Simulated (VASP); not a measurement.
The system is B.

```
B
1.0
     1.62456    0.00000    0.00000
     0.00000    2.86615    0.00000
     0.00000    0.00000    3.91440
B
2
Cartesian
  0.0000 1.4331 2.3849
  0.8123 0.0000 1.5295
```

The cell was built by a generator and needn't be a form met in nature.

```yaml
Program: VASP 6.6.1
Task: relaxation of cell and atoms
Functional: RPBE
Dispersion: D4
Potentials_or_basis: VASP PAW PBE potentials, release 64 (B)
Cutoff: 600 eV
k_mesh: 16 × 9 × 7
Occupations: fermi-dirac, width 0.05 eV
Spin: no spin polarisation
```

At the start: pressure -3.8 GPa; volume 9.11 Å³/atom.

Q: How do energy, volume and symmetry change on relaxing?

A: Over 21 steps the energy falls by 33.9 meV/atom and the volume is 7.82 Å³/atom (-14.1 %); space group Pmmn (No. 59, to 0.05 Å).

Step by step:
| step | energy change (eV) | largest force (eV/Å) | pressure (GPa) | volume (Å³) |
| --- | --- | --- | --- | --- |
| 1 | 0.0000 | 0.1525 | -3.78 | 18.23 |
| 2 | -0.0080 | 0.2474 | 1.21 | 17.66 |
| 3 | -0.0080 | 0.2440 | 1.03 | 17.68 |
| 4 | -0.0144 | 0.2312 | 1.11 | 17.50 |
| 5 | -0.0314 | 0.1477 | 1.43 | 16.97 |
| 6 | -0.0494 | 0.0773 | 2.91 | 15.91 |
| 7 | -0.0610 | 0.1328 | 0.23 | 15.77 |
| 8 | -0.0638 | 0.1670 | -1.75 | 15.66 |
| 9 | -0.0668 | 0.0724 | 0.67 | 15.51 |
| 10 | -0.0669 | 0.0865 | 0.26 | 15.54 |
| 11 | -0.0673 | 0.0560 | 0.07 | 15.55 |
| 12 | -0.0674 | 0.0255 | -0.14 | 15.56 |
| 13 | -0.0675 | 0.0062 | 0.36 | 15.55 |
| 14 | -0.0675 | 0.0058 | 0.37 | 15.55 |
| 15 | -0.0676 | 0.0006 | 0.29 | 15.57 |
| 16 | -0.0677 | 0.0145 | 0.10 | 15.62 |
| 17 | -0.0677 | 0.0058 | 0.04 | 15.64 |
| 18 | -0.0677 | 0.0030 | 0.02 | 15.65 |
| 19 | -0.0677 | 0.0036 | 0.02 | 15.65 |
| 20 | -0.0677 | 0.0005 | -0.09 | 15.65 |
| 21 | -0.0677 | 0.0015 | -0.03 | 15.65 |

Final structure:
```cif
data_structure
_symmetry_space_group_name_H-M 'P 1'
_symmetry_Int_Tables_number 1
_cell_length_a 1.6174
_cell_length_b 2.8192
_cell_length_c 3.4320
_cell_angle_alpha 90.000
_cell_angle_beta 90.000
_cell_angle_gamma 90.000
_cell_volume 15.65
loop_
_atom_site_label
_atom_site_type_symbol
_atom_site_fract_x
_atom_site_fract_y
_atom_site_fract_z
_atom_site_occupancy
B1 B 0.00000 0.50000 0.62866 1
B2 B 0.50000 0.00000 0.37134 1
```

Caveat: the PAW data sets were made with another functional, which shifts forces and pressure a little.
